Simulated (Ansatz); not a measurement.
# BeS: pressure up to the limit of the methods

An exercise on one series of results from a longer session: the logs are not shown, and one member is left open.

Computed with Ansatz 0.2.0 (DFT, PBE, PAW with Ansatz's default frozen-core files, scalar-relativistic, unless a step's input says otherwise).

### The starting structure

Symmetry: F-43m, No. 216, cubic system. Conventional cell: a = 4.870 Å, b = 4.870 Å, c = 4.870 Å, α = 90.00°, β = 90.00°, γ = 90.00°. Be (site symmetry -43m) has 4 S at 2.11 Å as nearest neighbours. S (site symmetry -43m) is surrounded by 4 Be at 2.11 Å.

Structure file:

```
Be S
1.0
     0.00000    2.43515    2.43515
     2.43515    0.00000    2.43515
     2.43515    2.43515    0.00000
Be S
1 1
Direct
  0.00000 0.00000 0.00000
  0.25000 0.25000 0.25000
```

Whether this phase is the stable one at these pressures isn't tested.

Atoms are numbered in the order of the input: Be1, S2.

The first run:

Input file input.yaml:

```yaml
crystal:
  lattice:
    - [0.0, 2.4351516489, 2.4351516489]
    - [2.4351516489, 0.0, 2.4351516489]
    - [2.4351516489, 2.4351516489, 0.0]
  atoms:
    - { symbol: Be, position: [0.0, 0.0, 0.0] }
    - { symbol: S, position: [0.25, 0.25, 0.25] }
kpoints:
  mp_grid: { grid: [10, 10, 10] }
scf:
  occupations: { method: fermi_dirac, width: 0.03 }
hamiltonian:
  xc: pbe
  pseudopotentials: { kind: paw }
output:
  forces: true
  stress: true
  write_density: true
  write_potential: true
  elf: true
  volumetric_format: npy
relax:
  f_tol: 0.01
  max_steps: 30
```

Started as:

```console
> ansatz run input.yaml --threads 1 --pin off --max-ram 2048MiB --backend cpu --events-out ev --progress --plain --runs-dir out
```

Among the steps run: Atoms relaxed at the given volume, PAW; Volume scaled by 1, PAW; Atoms relaxed at 0.9 of the volume, PAW; Volume scaled by 0.9, PAW; Atoms relaxed at 0.55 of the volume, PAW; Volume scaled by 0.55, PAW; Atoms relaxed at 0.5 of the volume, PAW; Volume scaled by 0.5, PAW.

One of the session's tables, all rows but one given; the rest of the session is left out.

| method | volume over the first | volume (Å³/atom) | pressure (GPa) | gap (eV) |
| --- | --- | --- | --- | --- |
| PAW | 1 | 14.440 | 0.33 | 3.14 |
| PAW | 0.9 | 12.996 | 12.43 | 2.88 |
| PAW | 0.55 | ? | ? | ? |
| PAW | 0.5 | 7.220 | 231.78 | 0.52 |

Q: Estimate the row for PAW, 0.55 from the others.

The run gave: volume (Å³/atom): 7.942; pressure (GPa): 169.00; gap (eV): 0.99. In the column «volume (Å³/atom)» it lies between PAW, 0.5 (7.220) and PAW, 0.9 (12.996).

Caveats from the session: Warnings in the runs' records: stress scf threshold loose.
